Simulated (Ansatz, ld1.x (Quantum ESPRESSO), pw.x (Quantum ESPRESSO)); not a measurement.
## silicon (Si): one change to the ultrasoft potential, in the atom and in the fcc crystal

silicon (Si), ultrasoft, made with ld1.x (Quantum ESPRESSO) 7.5 (PBEsol, scalar-relativistic). Core [Ne], reference 3s2 3p2. Waves: 3s (bound): rcut 1.60, rcutus 1.75 bohr; 3s channel at -0.3 Ry: rcut 1.60, rcutus 1.75 bohr; 3p (bound): rcut 1.90, rcutus 2.10 bohr; 3p channel at 1.5 Ry: rcut 1.90, rcutus 2.10 bohr. Local part: all-electron potential smoothed inside 1.80 bohr (lloc = -2). Core correction: Bessel-smoothed model core, default radius (core density twice the valence density). Augmentation charge: PSQ, radius 1.25 bohr.

Change: all radii but the core radius scaled by about 1.21 (s 2.12, p 2.54 bohr, rcut 1.94/2.30); local potential all-electron potential smoothed inside 2.18 bohr (lloc = -2); augmentation PSQ, radius 1.52 bohr.

Cutoffs, loose and tight: the cutoffs (Ry, on a coarse ladder) from which the occupation-weighted sum of valence levels, in a spherical-Bessel basis at the reference potential, stays within 10 and 1 mRy of its value at 400 Ry. They do not see the model core or the augmentation charge, which bear on the density cutoff. Test errors are all-electron minus pseudo excitation energies from the reference, over the configurations 3s2 3p1; 3s2 3p0; 3s1 3p0; 3s1 3p2; 3s2 3p2.3; 3s1 3p3; 3s2 3p1.5; variants that change the core or the reference have their own tests.

Crystal test: fcc Si in pw.x 7.5, no spin, 15³ k-points, Fermi–Dirac smearing 0.01 Ry, cutoffs set for each file from its atomic test. The reference is all-electron LAPW (Ansatz 0.2.0) with the same functional, mesh and smearing; V0 and B0 come from Birch–Murnaghan fits to the pressures at five volumes. Errors are pseudo minus all-electron; Δ is the rms difference of the E(V) curves that follow from these fits, minima aligned, over ±6 % about the mean V0. Mesh and smearing are coarse, so the numbers serve the comparison and aren't converged zero-temperature values; the lattice is a test structure that the element need not adopt.

All-electron: a0 = 3.832 Å (V0 = 14.07 Å³/atom), B0 = 91.1 GPa.

**Question.** Does the change bring the crystal closer to the all-electron result?

**Answer.** The mean pressure error goes from +10.55 to +18.02 GPa, so the change moves the solid further from the all-electron pressures. Neither pressure curve crosses zero within the volumes sampled, so no fits are given.

| quantity | base | changed |
| --- | --- | --- |
| outcome (atom) | generated | generated |
| cutoff, loose (atom) | 10 Ry | 8 Ry |
| cutoff, tight (atom) | 15 Ry | 12 Ry |
| bound ghosts (atom) | none | none |
| largest test error (meV) (atom) | -26 | +4.7 |
| cutoffs in pw.x (Ry) | 40/320 | 40/320 |
| mean pressure error (GPa) | +10.55 | +18.02 |

Base: This is a poor potential for the solid. The atomic tests give no hint of an error of this size, and its cause was not traced. Changed file: This is a poor potential for the solid. The atomic tests give no hint of an error of this size, and its cause was not traced.
